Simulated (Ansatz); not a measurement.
Crystal: Rh.

```
Rh
1.0
     0.00000    1.89785    1.89785
     1.89785    0.00000    1.89785
     1.89785    1.89785    0.00000
Rh
1
Cartesian
  0.0000 0.0000 0.0000
```

| Quantity | Value |
| --- | --- |
| Program | Ansatz 0.2.0 |
| Task | relaxation of cell and atoms |
| Functional | BLYP |
| Potentials or basis | Ansatz PAW |
| Cutoff | 420 eV (not typed: the program's choice for these potentials) |
| k mesh | 12 × 12 × 12 |
| Occupations | fermi-dirac, width 0.05 eV |
| Spin | no spin polarisation |

At the start: volume 13.67 Å³/atom.

**Question.** How do energy, volume and symmetry change on relaxing?

**Answer.** It ends after 8 steps and the volume is 14.82 Å³/atom (+8.4 %); space group Fm-3m (No. 225, to 0.05 Å).

Step by step:
```
step  energy change (eV)  largest force (eV/Å)  volume (Å³)
   1              0.0000                0.0000        13.67
   2             -0.0420                0.0000        15.62
   3             -0.0685                0.0000        14.94
   4             -0.0692                0.0000        14.80
   5             -0.0692                0.0000        14.81
   6             -0.0701                0.0000        14.81
   7             -0.0701                0.0000        14.82
   8             -0.0701                0.0000        14.82
```

Final structure:
```
CELL_PARAMETERS angstrom
0.00000 1.94944 1.94944
1.94944 0.00000 1.94944
1.94944 1.94944 0.00000
ATOMIC_POSITIONS crystal
Rh 0.00000 0.00000 0.00000
```

Caveat: the plane-wave basis is chosen anew once the cell has moved, so the energies of steps on either side of that aren't comparable; the PAW data sets come from PBE, with cores solved anew for the run's functional, which leaves a small shift of forces and pressure.
